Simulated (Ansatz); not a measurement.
Zincblende BeS was put through Ansatz (plane waves). The cell was relaxed with r2SCAN and then strained (isotropic +4.0 % on every length), with the atoms relaxed again with r2SCAN; k points keep the names of the unstrained zone.

The cell given to it:
```
CELL_PARAMETERS angstrom
0.00000 2.53168 2.53168
2.53168 0.00000 2.53168
2.53168 2.53168 0.00000
ATOMIC_POSITIONS crystal
Be 0.00000 0.00000 0.00000
S 0.25000 0.25000 0.25000
```

What the program printed (shortened):
```
Functional definition: r2SCAN
Crystal: 2 atoms, lattice volume = 32.453 Å³
Basis set: ecut = 500 eV, 869 PW (Γ)
Bands: 8, of which v1, the nominal top of the filled ones, is band 4 counted from 1 (3 counted from 0)
Symmetry: 24 space group operations
k-points: 95 of 512 (irreducible under 4 space group operations, time reversal used)
SCF 1 converged in 8 iterations: F = -1001.482740 eV  dr2 = 1.41e-11
SCF 1 converged in 2 iterations: F = -1001.482356 eV  dr2 = 8.65e-8
Free energy (F): -1001.482740 eV
Fermi energy:    3.733832 eV
--- Band table (eV; the first three rows and the last of 95) ---
  k-point 0: bands = [-9.7361, 3.7338, 3.7338, 3.7338, 9.3028, 10.0024, 10.0024, 10.0024]
  k-point 1: bands = [-9.5815, 2.6630, 3.5703, 3.5703, 9.5556, 10.3166, 10.3166, 10.8260]
  k-point 2: bands = [-9.1628, 0.7651, 3.2319, 3.2319, 9.4849, 10.8189, 10.8189, 12.8238]
  k-point 94: bands = [-7.9098, -0.1778, 0.3996, 0.9014, 10.5577, 12.4152, 12.4728, 12.4949]
--- Dielectric response (ions clamped): 3 representative field directions + reference, inside a basis on a mesh of 512 k-points ---
  ε∞ (high-frequency dielectric tensor):
        4.788427     0.000000     0.000000
        0.000000     4.788427     0.000000
        0.000000     0.000000     4.788427
  Born effective charges Z* (e; rows j = field, columns β = displacement):
    site 0:
         1.79346    0.00000    0.00000
         0.00000    1.79346    0.00000
         0.00000    0.00000    1.79346
    site 1:
        -1.79346    0.00000    0.00000
         0.00000   -1.79346    0.00000
         0.00000    0.00000   -1.79346
  ε∞ is read to err by 1.2e-2, Z* by 6.6e-3 e
```

Question: Which of these blocks stood in the input: relax, gw, phonons, dielectric, magnetization (spin_orbit)?

Answer: dielectric. A response with clamped ions alone is the dielectric block.

Question: Which k mesh was typed?

Answer: 8×8×8, Γ-centred.

Question: How were the bands filled?

Answer: Fixed occupations.

Run as `ansatz run input.yaml --threads 2 --pin off --max-ram 29491MiB --backend cpu --events-out ev --progress --plain --runs-dir out`. It took 20 s on 2 threads of AMD EPYC 7R13 Processor (Zen 3), on a shared host, load about 1.6 per core; peak host memory 0.75 GiB.

Calculated for a static, non-magnetic cell.
